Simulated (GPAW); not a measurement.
Here is a GPAW 26.7.0 calculation.

Contents of run.py:

```python
import numpy as np
import spglib
from ase import Atoms
from ase.dft.bandgap import bandgap
from ase.io import read, write
from ase.units import GPa
from gpaw import GPAW, PW, setup_paths
from gpaw.spinorbit import soc_eigenstates

setup_paths.insert(0, '.')

atoms = read('GaP.cif')
cell, positions, numbers = spglib.find_primitive(
    (atoms.cell[:], atoms.get_scaled_positions(), atoms.numbers), symprec=1e-4)
atoms = Atoms(numbers, cell=cell, scaled_positions=positions, pbc=True)

calc = GPAW(mode=PW(600),
            xc='PBEsol',
            kpts={'size': (8, 8, 8), 'gamma': True},
            occupations={'name': 'fermi-dirac', 'width': 0.05},
            nbands=11,
            convergence={'density': 1e-05, 'energy': 1e-05},
            maxiter=150,
            txt='gpaw.txt')
atoms.calc = calc
energy = atoms.get_potential_energy()
forces = atoms.get_forces()
stress = atoms.get_stress()
calc.write('gs.gpw')
write('result.traj', atoms)
print(f'Energy: {energy:.6f} eV')
print('Forces (eV/A):')
print(forces.round(4))
print('Stress (GPa):', (stress / GPa).round(3))
print('Fermi level:', round(calc.get_fermi_level(), 4), 'eV')
print(f'Gap: {bandgap(calc)[0]:.4f} eV, direct: {bandgap(calc, direct=True)[0]:.4f} eV')

path = atoms.cell.bandpath('GXWKGLUWLK,UX', npoints=60, eps=1e-4)
bs_calc = calc.fixed_density(kpts=path, symmetry='off', nbands=21,
                             convergence={'bands': 'CBM+6.0', 'eigenstates': 1e-6}, txt='bands.txt')
bs = bs_calc.band_structure()
bs.write('bs.json')
print(f'Gap on the path: {bandgap(bs_calc)[0]:.4f} eV')

soc = soc_eigenstates(bs_calc, theta=0, phi=0)
np.savetxt('soc_bands.dat', soc.eigenvalues(), fmt='%.4f')
mesh = soc_eigenstates('gs.gpw', theta=0, phi=0)
np.savetxt('soc_mesh.dat', mesh.eigenvalues(), fmt='%.4f')
print('Fermi level with spin-orbit coupling:', round(mesh.fermi_level, 4), 'eV')
```

GaP.cif

```cif
data_GaP
_cell_length_a 5.45050000
_cell_length_b 5.45050000
_cell_length_c 5.45050000
_cell_angle_alpha 90.00000000
_cell_angle_beta 90.00000000
_cell_angle_gamma 90.00000000
_space_group_name_H-M_alt 'F-43m'
_space_group_name_Hall 'F -4 2 3'
_space_group_IT_number 216
loop_
_space_group_symop_operation_xyz
'x,y,z'
'y,-x,-z'
'-x,-y,z'
'-y,x,-z'
'x,-y,-z'
'y,x,z'
'-x,y,-z'
'-y,-x,z'
'z,x,y'
'-z,y,-x'
'z,-x,-y'
'-z,-y,x'
'-z,x,-y'
'z,y,x'
'-z,-x,y'
'z,-y,-x'
'y,z,x'
'-x,-z,y'
'-y,z,-x'
'x,-z,-y'
'-y,-z,x'
'x,z,y'
'y,-z,-x'
'-x,z,-y'
'x,y+1/2,z+1/2'
'y,-x+1/2,-z+1/2'
'-x,-y+1/2,z+1/2'
'-y,x+1/2,-z+1/2'
'x,-y+1/2,-z+1/2'
'y,x+1/2,z+1/2'
'-x,y+1/2,-z+1/2'
'-y,-x+1/2,z+1/2'
'z,x+1/2,y+1/2'
'-z,y+1/2,-x+1/2'
'z,-x+1/2,-y+1/2'
'-z,-y+1/2,x+1/2'
'-z,x+1/2,-y+1/2'
'z,y+1/2,x+1/2'
'-z,-x+1/2,y+1/2'
'z,-y+1/2,-x+1/2'
'y,z+1/2,x+1/2'
'-x,-z+1/2,y+1/2'
'-y,z+1/2,-x+1/2'
'x,-z+1/2,-y+1/2'
'-y,-z+1/2,x+1/2'
'x,z+1/2,y+1/2'
'y,-z+1/2,-x+1/2'
'-x,z+1/2,-y+1/2'
'x+1/2,y,z+1/2'
'y+1/2,-x,-z+1/2'
'-x+1/2,-y,z+1/2'
'-y+1/2,x,-z+1/2'
'x+1/2,-y,-z+1/2'
'y+1/2,x,z+1/2'
'-x+1/2,y,-z+1/2'
'-y+1/2,-x,z+1/2'
'z+1/2,x,y+1/2'
'-z+1/2,y,-x+1/2'
'z+1/2,-x,-y+1/2'
'-z+1/2,-y,x+1/2'
'-z+1/2,x,-y+1/2'
'z+1/2,y,x+1/2'
'-z+1/2,-x,y+1/2'
'z+1/2,-y,-x+1/2'
'y+1/2,z,x+1/2'
'-x+1/2,-z,y+1/2'
'-y+1/2,z,-x+1/2'
'x+1/2,-z,-y+1/2'
'-y+1/2,-z,x+1/2'
'x+1/2,z,y+1/2'
'y+1/2,-z,-x+1/2'
'-x+1/2,z,-y+1/2'
'x+1/2,y+1/2,z'
'y+1/2,-x+1/2,-z'
'-x+1/2,-y+1/2,z'
'-y+1/2,x+1/2,-z'
'x+1/2,-y+1/2,-z'
'y+1/2,x+1/2,z'
'-x+1/2,y+1/2,-z'
'-y+1/2,-x+1/2,z'
'z+1/2,x+1/2,y'
'-z+1/2,y+1/2,-x'
'z+1/2,-x+1/2,-y'
'-z+1/2,-y+1/2,x'
'-z+1/2,x+1/2,-y'
'z+1/2,y+1/2,x'
'-z+1/2,-x+1/2,y'
'z+1/2,-y+1/2,-x'
'y+1/2,z+1/2,x'
'-x+1/2,-z+1/2,y'
'-y+1/2,z+1/2,-x'
'x+1/2,-z+1/2,-y'
'-y+1/2,-z+1/2,x'
'x+1/2,z+1/2,y'
'y+1/2,-z+1/2,-x'
'-x+1/2,z+1/2,-y'
loop_
_atom_site_label
_atom_site_type_symbol
_atom_site_symmetry_multiplicity
_atom_site_Wyckoff_symbol
_atom_site_fract_x
_atom_site_fract_y
_atom_site_fract_z
_atom_site_occupancy
Ga1 Ga 4 a 0.0000000000 0.0000000000 0.0000000000 1
P1 P 4 c 0.2500000000 0.2500000000 0.2500000000 1
```

Potentials or basis: PAW data sets generated in the run's folder for this functional, pw.

Command:

```bash
$ gpaw-setup -f PBEsol Ga P
$ OMP_NUM_THREADS=1 python run.py
```

Question: Estimate the band gap on the k mesh.

Answer: 1.50 eV, indirect (least direct gap 1.78 eV).

Question: Predict the pressure.

Answer: 1.5 GPa.

Question: What does it give for the band gap along the path?

Answer: 1.46 eV, indirect (least direct gap 1.78 eV).

Levels at the corners of the path, in eV from the valence-band top:
```csv
point,band 5,band 6,band 7,band 8,band 9,band 10,band 11,band 12
Γ,0.00,0.00,0.00,0.00,1.78,1.78,3.72,3.72
X,-2.74,-2.74,-2.71,-2.71,1.50,1.50,1.72,1.72
W,-3.68,-3.66,-3.51,-3.46,4.60,4.60,4.84,4.87
K,-4.03,-4.01,-2.30,-2.30,2.06,2.07,4.73,4.73
Γ,0.00,0.00,0.00,0.00,1.78,1.78,3.72,3.72
L,-1.19,-1.19,-1.11,-1.11,1.61,1.61,4.61,4.61
U,-4.03,-4.01,-2.30,-2.30,2.06,2.07,4.73,4.73
W,-3.68,-3.66,-3.51,-3.46,4.60,4.60,4.84,4.87
L,-1.19,-1.19,-1.11,-1.11,1.61,1.61,4.61,4.61
K,-4.03,-4.01,-2.30,-2.30,2.06,2.07,4.73,4.73
U,-4.03,-4.01,-2.30,-2.30,2.06,2.07,4.73,4.73
X,-2.74,-2.74,-2.71,-2.71,1.50,1.50,1.72,1.72
```

Caveat: spin-orbit coupling was added after a scalar SCF, so levels and gaps hold it while energy, forces, pressure and moments don't; this program's spin-orbit splittings come out too wide for heavy elements.

**Experimental background.**

“Stacking defects in GaP nanowires: Electronic structure and optical properties”, 2018, arxiv:1810.01194 quotes, for a bulk crystal of GaP at 10 K: band gap 2.34 eV (indirect).

Against the measured gap of GaP, 2.34 eV (indirect; 10 K; quoted in “Stacking defects in GaP nanowires: Electronic structure and optical properties”, 2018, arxiv:1810.01194), the calculated 1.46 eV is off by -0.88 eV. The value is that of PBEsol, without temperature or zero-point motion. Semilocal functionals fall short of measured gaps as a rule.
